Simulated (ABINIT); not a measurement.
The system is InPd.

```
In Pd
1.0
     3.27188    0.00000    0.00000
     0.00000    3.27188    0.00000
     0.00000    0.00000    3.27188
In Pd
1 1
Direct
  0.00000 0.00000 0.00000
  0.50000 0.50000 0.50000
```

The cell comes from a database or a generator and needn't be the stable form of this composition.

| Quantity | Value |
| --- | --- |
| Program | ABINIT 10.8.3 (patched build) |
| Task | relaxation of cell and atoms |
| Functional | PBE |
| Potentials or basis | JTH PAW PBE v2.0 |
| Cutoff | 599 eV |
| k mesh | 8 × 8 × 8 |
| Occupations | fermi-dirac, width 0.05 eV |
| Spin | no spin polarisation |

At the start: pressure 3.6 GPa; volume 17.51 Å³/atom.

Task: Where does the relaxation end?

Result: Over 4 steps the energy falls by 5.8 meV/atom and the volume is 18.04 Å³/atom (+3.0 %); space group Pm-3m (No. 221, to 0.05 Å).

Step by step:
| step | energy change (eV) | largest force (eV/Å) | pressure (GPa) | volume (Å³) |
| --- | --- | --- | --- | --- |
| 1 | 0.0000 | 0.0000 | 3.63 | 35.03 |
| 2 | -0.0071 | 0.0000 | 2.20 | 35.42 |
| 3 | -0.0115 | 0.0000 | 0.10 | 36.04 |
| 4 | -0.0116 | 0.0000 | 0.01 | 36.07 |

Final structure:
```yaml
crystal:
  lattice:
    - [3.30410, 0.00000, 0.00000]
    - [0.00000, 3.30410, 0.00000]
    - [0.00000, 0.00000, 3.30410]
  atoms:
    - { symbol: In, position: [0.00000, 0.00000, 0.00000] }
    - { symbol: Pd, position: [0.50000, 0.50000, 0.50000] }
```
